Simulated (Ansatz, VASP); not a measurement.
**W in VASP and in Ansatz**

The input INCAR:

```
PREC = Accurate
ENCUT = 600
EDIFF = 1E-7
ISMEAR = -1
SIGMA = 0.05
LREAL = False
LASPH = True
NELM = 60
ALGO = Fast
ISIF = 3
LWAVE = False
LCHARG = False
GGA = CA
IBRION = 2
NSW = 40
EDIFFG = -0.01
PSTRESS = 0
```

KPOINTS

```
regular mesh
0
Gamma
  11 11 11
```

The input POSCAR:

```
W
1.0
    0.0000000000      2.0300000000      2.0300000000
    2.0300000000      0.0000000000      2.0300000000
    2.0300000000      2.0300000000      0.0000000000
W
1
Direct
    0.0000000000      0.0000000000      0.0000000000
```

File input.yaml:

```yaml
crystal:
  lattice:
    - [0.0, 2.03, 2.03]
    - [2.03, 0.0, 2.03]
    - [2.03, 2.03, 0.0]
  atoms:
    - { symbol: W, position: [0.0, 0.0, 0.0] }
hamiltonian:
  xc: lda
  pseudopotentials: { kind: paw }
kpoints:
  mp_grid: { grid: [11, 11, 11] }
scf:
  occupations: { method: fermi_dirac, width: 0.05 }
output:
  forces: true
  stress: true
  eigenvalues: true
  write_density: true
  write_potential: true
  elf: true
  volumetric_format: npy
relax:
  f_tol: 0.01
  max_steps: 40
  cell: { stress_tol: 0.05 }
```

This isn't the form of W at room conditions, which is bcc.

Alike in both runs: task relaxation of cell and atoms; functional LDA; k mesh 11 × 11 × 11; occupations fermi-dirac, width 0.05 eV; no spin polarisation.

```csv
,VASP,Ansatz
version,VASP 6.6.1,Ansatz 0.2.0
potentials or method,"VASP PAW LDA potentials, release 64 (W_sv)",Ansatz PAW
plane-wave cutoff (eV),600,420
valence electrons in the cell,14,14
```

Ansatz gave:

* gap on the k mesh at the Fermi level, each at its own relaxed structure (eV): none
* relaxed volume (Å³/atom): 15.72
* relaxed cell length with the largest relative difference (Å): 2.812
* energy change over the relaxation (meV/atom): -59

**Question.** What did VASP give for the same quantities?

**Answer.** gap on the k mesh at the Fermi level, each at its own relaxed structure (eV): none; relaxed volume (Å³/atom): 15.81; relaxed cell length with the largest relative difference (Å): 2.817; energy change over the relaxation (meV/atom): -49.

A gap of «none» marks a metal or a gap that the smearing closes.

Caveats: the plane-wave basis is chosen anew once the cell has moved, so the energies of steps on either side of that aren't comparable (Ansatz); the PAW data sets come from PBE, with cores solved anew for the run's functional, which leaves a small shift of forces and pressure (Ansatz). The runs have no spin-orbit coupling, so splittings on W are missing. LDA usually gives volumes a few per cent too small. Zero-point motion and thermal expansion aren't in these numbers.
